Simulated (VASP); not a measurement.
Wanted: the native input for a VASP 6.6.1 run.

| Property | Result |
| --- | --- |
| Task | relaxation of the atoms |
| Functional | PBE |
| Dispersion | D3(BJ) |
| Potentials or basis | VASP PAW PBE potentials, release 64 (C, H) |
| Cutoff | 520 eV |
| k mesh | 1 × 1 × 1 |
| Occupations | fermi-dirac, width 0.05 eV |
| Spin | no spin polarisation |
| Dipole correction | no |
| Further INCAR settings | LREAL = Auto; ALGO = Normal; EDIFF = 1e-06; IBRION = 2; EDIFFG = -0.3; NSW = 35 |

The structure of H4C lies in POSCAR:

```
H4C
1.0
    7.8912360000      0.0000000000      0.0000000000
    0.0000000000      7.8912360000      0.0000000000
    0.0000000000      0.0000000000      7.8912360000
C H
6 24
Direct
    0.1923029000      0.1657382000      0.4681662000
    0.6110661000      0.9050877000      0.1345941000
    0.9169377000      0.6003967000      0.4695829000
    0.9415334000      0.2194768000      0.8761513000
    0.4154457000      0.4233412000      0.8312238000
    0.8675174000      0.6886898000      0.8884371000
    0.2213794000      0.0717236000      0.5650341000
    0.1011439000      0.2566297000      0.5181297000
    0.1386656000      0.1028073000      0.3575755000
    0.3080227000      0.2317921000      0.4319256000
    0.7132902000      0.9641793000      0.2061901000
    0.5187770000      0.8512193000      0.2220498000
    0.6626982000      0.8049666000      0.0547350000
    0.5494989000      0.9999855000      0.0554015000
    0.8541292000      0.6379795000      0.3524923000
    1.0536058000      0.6133772000      0.4547208000
    0.8860370000      0.4688979000      0.4982324000
    0.8739786000      0.6813321000      0.5728861000
    0.9930528000      0.0978625000      0.9164412000
    0.8325589000      0.2515794000      0.9546468000
    0.9022786000      0.2113335000      0.7440138000
    1.0382433000      0.3171318000      0.8895032000
    0.5234104000      0.4753955000      0.8997916000
    0.4600775000      0.3328610000      0.7369428000
    0.3472773000      0.5255868000      0.7682438000
    0.3310175000      0.3595215000      0.9199171000
    0.8779830000      0.7812360000      0.9903844000
    0.7359354000      0.6487446000      0.8758620000
    0.9463169000      0.5790839000      0.9175018000
    0.9098342000      0.7456947000      0.7700003000
```

The cell was built by a generator and needn't be a form met in nature.

One way to write it, as run:

INCAR

```
SYSTEM = H4C
PREC = Accurate
ENCUT = 520
EDIFF = 1E-6
ISMEAR = -1
SIGMA = 0.05
LREAL = Auto
LASPH = .True.
NELM = 60
ALGO = Normal
ISIF = 2
LWAVE = .False.
LCHARG = .False.
GGA = PE
IVDW = 12
IBRION = 2
NSW = 35
EDIFFG = -0.3
```

KPOINTS

```
Automatic mesh
0
Gamma
  1 1 1
  0 0 0
```

Potentials or basis: VASP PAW PBE potentials, release 64 (C, H).

Launch:

```sh
$ cat potpaw_PBE.64/C/POTCAR potpaw_PBE.64/H/POTCAR > POTCAR
$ mpirun -np 1 vasp_gam > vasp.out
```

It gave:

| Item | Value |
| --- | --- |
| Energy gained by relaxing | 1.9 meV/atom |
| Ionic steps | 6 |
| Pressure after relaxing | 0.0 GPa |
| Largest force after relaxing | 0.264 eV/Å |
| Band gap on the k mesh | 6.71 eV, direct |
| Dispersion energy per atom | -0.021 eV |

Caveat: the relaxation stopped at a loose force limit of 0.3 eV/Å, so its end isn't a converged minimum.

Run time: 2.5 min on 1 thread of Intel(R) Xeon(R) Platinum 8259CL CPU @ 2.50GHz (Skylake/Cascade Lake) (shared host), peak memory 0.51 GiB.
